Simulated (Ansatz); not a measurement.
A run of Ansatz 0.2.0 is set up as follows.

Contents of input.yaml:

```yaml
crystal:
  lattice:
    - [2.34465, -1.7134, 0.0]
    - [2.34465, 1.7134, 0.0]
    - [-0.8605543552, 0.0, 5.0594363927]
  atoms:
    - { symbol: Cu, position: [0.4968, 0.0032, 0.5] }
    - { symbol: Cu, position: [0.0032, 0.4968, 0.0] }
    - { symbol: O, position: [0.4056, 0.5714, 0.7537] }
    - { symbol: O, position: [0.5714, 0.4056, 0.2537] }
kpoints:
  mp_grid: { grid: [10, 10, 5] }
scf:
  occupations: { method: fermi_dirac, width: 0.05 }
hamiltonian:
  xc: pbe
  pseudopotentials: { kind: all_electron, datasets: crystal }
output:
  forces: true
  stress: true
  eigenvalues: true
  dos: { projected: false, de: 0.2, e_range: [-10, 8] }
  elf: true
  volumetric_format: npy
```

Potentials or basis: all-electron PAW datasets made for the crystal.

Run with:

```bash
$ ansatz run input.yaml --threads 2 --pin off --max-ram 6144MiB --backend cpu --events-out ev --progress --plain --runs-dir out
```

Question: Estimate the pressure.

Answer: 5.7 GPa.

Question: Predict the band gap on the k mesh.

Answer: None (metal or under the smearing width).

Question: What does it give for the largest force?

Answer: 0.760 eV/Å.

Stress tensor (GPa, compression positive):
```
 5.48  0.00 -1.77
 0.00  6.61  0.00
-1.77  0.00  4.93
```

Caveat: the program warned that the printed levels may be off, so bands, gaps and densities of states are rough; the run has no spin polarisation, though such a crystal can be magnetic; semilocal functionals often make such compounds metallic where correlation or magnetic order opens a gap, which also shifts bond lengths. With open d or f shells a metallic result of PBE can be an artefact of self-interaction; +U or a hybrid may open a gap.
